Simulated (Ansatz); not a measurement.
# HgTe: band gap under strain

Aim: follow the gap of HgTe (zincblende) through these states: +3.0 % biaxial strain in x and y, free along z; -3.0 % biaxial strain in x and y, free along z; +0.5 % equal strain in all directions. The table at the end shows which levels were run.

The runs shown are made with Ansatz 0.2.0. PAW datasets, plane waves. The values are computed, spin-unpolarised, and not measurements.

## (1) The cell

The unstrained cell was relaxed with r2SCAN; in each strained cell the atoms were relaxed again with r2SCAN. Names of k-points are those of the unstrained zone, where strain can split equivalent points. First state: +3.0 % biaxial strain in x and y, free along z.

It is tetragonal, I-4m2 (No. 119); conventional cell a = 4.791 Å, c = 6.281 Å, 36.05 Å³ an atom. Near Hg stand 4 Te at 2.86 Å; near Te stand 4 Hg at 2.86 Å.

Coordinates:

```
Hg Te
1.0
     0.00000    3.38783    3.14071
     3.38783    0.00000    3.14071
     3.38783    3.38783    0.00000
Hg Te
1 1
Direct
  0.00000 0.00000 0.00000
  0.25000 0.25000 0.25000
```

From earlier runs on the unstrained cell: PBE 0.00 eV, r2SCAN 0.00 eV, HSE06 0.00 eV; a = 6.578 Å.

## (2) +3.0 % biaxial strain in x and y, free along z: PBE

The input, input.yaml:

```yaml
crystal:
  lattice:
    - [0.0, 3.3878326235, 3.1407053158]
    - [3.3878326235, 0.0, 3.1407053158]
    - [3.3878326235, 3.3878326235, 0.0]
  atoms:
    - { symbol: Hg, position: [0.0, 0.0, 0.0] }
    - { symbol: Te, position: [0.25, 0.25, 0.25] }
kpoints:
  mp_grid: { grid: [6, 6, 6] }
  band_path:
    path:
      - [0.0, 0.0, 0.0]
      - [-0.5, -0.5, 0.0]
      - [-0.375, -0.375, 0.25]
      - [-0.375, 0.0, 0.375]
      - [0.0, 0.0, 0.5]
      - [-0.5, -0.25, 0.25]
      - [-0.035319, 0.0, -0.035319]
    npoints: 1
hamiltonian:
  xc: pbe
scf:
  occupations: { method: fermi_dirac, width: 0.02 }
  n_extra_bands: 4
output:
  forces: true
  stress: true
  eigenvalues: true
```

Command:

```console
> ansatz run input.yaml --threads 2 --pin off --max-ram 2211MiB --backend cpu --events-out ev --progress --plain --runs-dir out
```

Further steps of the session: +3.0 % biaxial strain in x and y, free along z: r2SCAN; +3.0 % biaxial strain in x and y, free along z: HSE06; -3.0 % biaxial strain in x and y, free along z: PBE; -3.0 % biaxial strain in x and y, free along z: r2SCAN; -3.0 % biaxial strain in x and y, free along z: HSE06; +0.5 % equal strain in all directions: PBE; +0.5 % equal strain in all directions: r2SCAN; +0.5 % equal strain in all directions: HSE06.

Q: Predict the outcome of this session.

**Answer**, as computed:

Least gap in eV (negative: overlap), with the change from the unstrained cell in brackets:

| state | volume change (%) | PBE | r2SCAN | HSE06 |
| --- | --- | --- | --- | --- |
| +3.0 % biaxial strain in x and y, free along z | +1.3 | 0.00 (+0.00) | 0.03 (+0.03) | 0.04 (+0.04) |
| -3.0 % biaxial strain in x and y, free along z | -2.2 | -0.04 (-0.04) | 0.00 (+0.00) | 0.00 (+0.00) |
| +0.5 % equal strain in all directions | +1.5 | 0.00 (+0.00) | 0.00 (+0.00) | 0.00 (+0.00) |

The largest move of the HSE06 gap in the table is +0.038 eV, under +3.0 % biaxial strain in x and y, free along z. PBE and HSE06 differ by 0.00 eV on the unstrained gap, and by at most 0.04 eV on its change. Spin-orbit coupling is left out of the table, though the cell holds Hg (Z = 80); in an element this heavy it can shift bands and gaps by tenths of an eV.
